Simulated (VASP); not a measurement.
# PtS2 (P-3m1) in VASP: a series of runs, part 2 of 2

VASP 6.6.1.

### 3 Single point, LDA+U, collinear spin, zero start

INCAR reads:

```
  PREC = Accurate
  ENCUT = 520
  EDIFF = 1E-6
  ISMEAR = 0
  SIGMA = 0.05
  LREAL = False
  LASPH = True
  NELM = 150
  ALGO = Normal
  ISIF = 2
  LWAVE = False
  LCHARG = False
  ISPIN = 2
  MAGMOM = 0 0 0 0 0 0
  LORBIT = 11
  LMAXMIX = 4
  LDAU = True
  LDAUTYPE = 1
  LDAUL = 2 -1
  LDAUU = 5 0
  LDAUJ = 0.9 0
  LDAUPRINT = 1
  NBANDS = 35
```

KPOINTS reads:

```
regular mesh
0
Gamma
  6 6 2
```

POSCAR reads:

```
PtS2
1.0
    3.5431995400      0.0000000000      0.0000000000
   -1.7715997700      3.0685008100      0.0000000000
    0.0000000000      0.0000000000     10.0776001800
Pt S
2 4
Direct
    0.0000000000      0.0000000000      0.0000000000
    0.0000000000      0.0000000000      0.5000000000
    0.3333333333      0.6666666667      0.1250000000
    0.6666666667      0.3333333333      0.3750000000
    0.3333333333      0.6666666667      0.6250000000
    0.6666666667      0.3333333333      0.8750000000
```

Potentials or basis: VASP PAW LDA potentials, release 64 (Pt, S).

Launch:

```
cat potpaw_LDA.64/Pt/POTCAR potpaw_LDA.64/S/POTCAR > POTCAR
mpirun -np 1 vasp_std > vasp.out
```

OUTCAR:

```text
PREC = Accurate
   ENCUT = 520
   EDIFF = 1E-6
   ISMEAR = 0
   LREAL = False
   LASPH = True
   NELM = 150
   ISIF = 2
   ISPIN = 2
   LORBIT = 11

 ion  position               nearest neighbor table
   1  0.000  0.000  0.000-   3 2.40   6 2.40   6 2.40   3 2.40   6 2.40   3 2.40
   2  0.000  0.000  0.500-   5 2.40   4 2.40   5 2.40   4 2.40   4 2.40   5 2.40
   3  0.333  0.667  0.125-   1 2.40   1 2.40   1 2.40
   4  0.667  0.333  0.375-   2 2.40   2 2.40   2 2.40
   5  0.333  0.667  0.625-   2 2.40   2 2.40   2 2.40
   6  0.667  0.333  0.875-   1 2.40   1 2.40   1 2.40

  LATTYP: Found a hexagonal cell.
 ALAT       =     3.5431995400
 C/A-ratio  =     2.8442090450

  Lattice vectors:

 A1 = (   3.5431995400,   0.0000000000,   0.0000000000)
[... 1359 lines left out ...]
      0.00000      0.00000      0.00000        -0.000000     -0.000000      0.000000
      0.00000      0.00000      5.03880        -0.000000     -0.000000      0.000000
     -0.00000      2.04567      1.25970         0.000000      0.000000     -0.867601
      1.77160      1.02283      3.77910        -0.000000     -0.000000      0.867601
     -0.00000      2.04567      6.29850         0.000000      0.000000     -0.867601
      1.77160      1.02283      8.81790        -0.000000     -0.000000      0.867601
 -----------------------------------------------------------------------------------
    total drift:                               -0.000000     -0.000000      0.000000

  FREE ENERGIE OF THE ION-ELECTRON SYSTEM (eV)
  ---------------------------------------------------
  free  energy   TOTEN  =       -30.7216213384 eV

  energy  without entropy=      -30.7216211120  energy(sigma->0) =      -30.72162123

 total charge

# of ion       s       p       d       tot
------------------------------------------
    1        0.666   0.731   8.280   9.677
    2        0.666   0.731   8.280   9.677
    3        1.365   2.237   0.000   3.602
    4        1.365   2.237   0.000   3.602
    5        1.365   2.237   0.000   3.602
    6        1.365   2.237   0.000   3.602
--------------------------------------------------
tot          6.790  10.411  16.560  33.761

 magnetization (x)

# of ion       s       p       d       tot
------------------------------------------
    1        0.000   0.000  -0.000  -0.000
    2        0.000   0.000  -0.000  -0.000
    3       -0.000   0.000   0.000   0.000
    4       -0.000   0.000   0.000   0.000
    5       -0.000   0.000   0.000   0.000
    6       -0.000   0.000   0.000   0.000
--------------------------------------------------
tot          0.000   0.000  -0.000   0.000
```

OSZICAR:

```text
N       E                     dE             d eps       ncg     rms          rms(c)
DAV:   1     0.243747036911E+03    0.24375E+03   -0.20582E+04  1960   0.114E+03
DAV:   2    -0.171005870941E+02   -0.26085E+03   -0.24752E+03  2287   0.236E+02
DAV:   3    -0.315301969748E+02   -0.14430E+02   -0.14192E+02  2421   0.537E+01
DAV:   4    -0.317433393497E+02   -0.21314E+00   -0.21282E+00  2332   0.744E+00
DAV:   5    -0.317474919402E+02   -0.41526E-02   -0.41512E-02  2389   0.103E+00    0.290E+01
DAV:   6    -0.307988859845E+02    0.94861E+00   -0.50347E+00  2085   0.176E+01    0.149E+01
DAV:   7    -0.307781426849E+02    0.20743E-01   -0.12661E+00  2054   0.873E+00    0.568E+00
DAV:   8    -0.307128098468E+02    0.65333E-01   -0.19552E-01  2245   0.396E+00    0.103E+00
DAV:   9    -0.307209797146E+02   -0.81699E-02   -0.58230E-02  2284   0.136E+00    0.670E-01
DAV:  10    -0.307217049753E+02   -0.72526E-03   -0.75578E-03  2229   0.547E-01    0.255E-01
DAV:  11    -0.307216250443E+02    0.79931E-04   -0.42921E-04  2356   0.158E-01    0.827E-02
DAV:  12    -0.307216162125E+02    0.88318E-05   -0.62028E-05  2296   0.424E-02    0.300E-02
DAV:  13    -0.307216211462E+02   -0.49337E-05   -0.19775E-05  2327   0.219E-02    0.992E-03
DAV:  14    -0.307216213384E+02   -0.19213E-06   -0.80596E-07  1336   0.583E-03
   1 F= -.30721621E+02 E0= -.30721621E+02  d E =-.226412E-06  mag=     0.0000
```

stdout:

```text
POSCAR found type information on POSCAR PtS
 POSCAR found :  2 types and       6 ions
 scaLAPACK will be used
 LDA part: xc-table for (Slater(with rela. corr.)+CA(PZ))
 , standard interpolation
 POSCAR, INCAR and KPOINTS ok, starting setup
 FFT: planning ... GRIDC
 FFT: planning ... GRID_SOFT
 FFT: planning ... GRID
 WAVECAR not read
 entering main loop
```

Run time: 71 s. Hardware: 1 thread of Intel Xeon Platinum 8488C (Sapphire Rapids), shared host; peak memory 0.24 GiB.

Results:

* Free energy: -30.7216 eV
* Pressure: -8.2 GPa
* Largest force: 0.868 eV/Å
* Band gap on the k mesh: 0.30 eV
* Net moment: 0.00 μB per cell
* Valence electrons inside the program's atomic spheres: Pt 9.68; S 3.60

Forces in eV/Å, atoms in the order of the input:
```
Pt   0.000  0.000  0.000
Pt   0.000  0.000  0.000
S    0.000  0.000 -0.868
S    0.000  0.000  0.868
S    0.000  0.000 -0.868
S    0.000  0.000  0.868
```

Levels at points of the mesh, in eV from the valence-band top:
Spin up:
```tsv
k point	band 19	band 20	band 21	band 22	band 23	band 24	band 25	band 26
(0.00, 0.00, 0.00)	-1.43	-1.10	-1.10	0.00	1.58	1.58	2.26	2.26
(0.50, 0.00, 0.00)	-3.20	-2.99	-2.63	-1.48	1.02	1.18	1.85	2.24
(0.00, 0.00, 0.50)	-1.28	-1.28	-0.83	-0.83	1.92	1.92	1.92	1.92
(0.50, 0.00, 0.50)	-2.93	-2.93	-2.19	-2.19	1.59	1.59	1.70	1.70
```
Spin down:
| k point | band 19 | band 20 | band 21 | band 22 | band 23 | band 24 | band 25 | band 26 |
| --- | --- | --- | --- | --- | --- | --- | --- | --- |
| (0.00, 0.00, 0.00) | -1.43 | -1.10 | -1.10 | 0.00 | 1.58 | 1.58 | 2.26 | 2.26 |
| (0.50, 0.00, 0.00) | -3.20 | -2.99 | -2.63 | -1.48 | 1.02 | 1.18 | 1.85 | 2.24 |
| (0.00, 0.00, 0.50) | -1.28 | -1.28 | -0.83 | -0.83 | 1.92 | 1.92 | 1.92 | 1.92 |
| (0.50, 0.00, 0.50) | -2.93 | -2.93 | -2.19 | -2.19 | 1.59 | 1.59 | 1.70 | 1.70 |

Eigenvalues of the final occupation matrices:
```tsv
site	spin	trace	eigenvalues
site 1 d	1	4.17	0.69 0.69 0.93 0.93 0.93
site 1 d	2	4.17	0.69 0.69 0.93 0.93 0.93
site 2 d	1	4.17	0.69 0.69 0.93 0.93 0.93
site 2 d	2	4.17	0.69 0.69 0.93 0.93 0.93
```

Caveat: spin-orbit coupling is left out, which moves the levels of the heavy elements; the cell's inner coordinates are idealised or old, which leaves forces on the atoms.
